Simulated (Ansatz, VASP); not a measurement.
One calculation of ZrB2, two programs

```xyz
3
Lattice="3.1327 0.0000 0.0000 -1.5664 2.7130 0.0000 0.0000 0.0000 3.4889" Properties=species:S:1:pos:R:3 pbc="T T T"
Zr    0.0000    0.0000    0.0000
B     0.0000    1.8087    1.7444
B     1.5664    0.9043    1.7444
```

Alike in both runs: task relaxation of cell and atoms; functional LDA; k mesh 15 × 15 × 12; occupations fermi-dirac, width 0.15 eV; no spin polarisation.

```csv
,VASP,Ansatz
version,VASP 6.6.1,Ansatz 0.2.0
potentials or method,"VASP PAW LDA potentials, release 64 (Zr_sv, B)","scalar-relativistic, plane waves, PAW"
plane-wave cutoff (eV),600,420
valence electrons in the cell,18,18
```

|  | VASP | Ansatz | Ansatz less VASP |
| --- | --- | --- | --- |
| gap on the k mesh at the Fermi level, each at its own relaxed structure (eV) | none | none | - |
| relaxed volume (Å³/atom) | 9.91 | 9.89 | -0.019 |
| relaxed cell length with the largest relative difference (Å) | 3.491 | 3.488 | -0.0028 |

A gap of «none» marks a metal or a gap that the smearing closes.
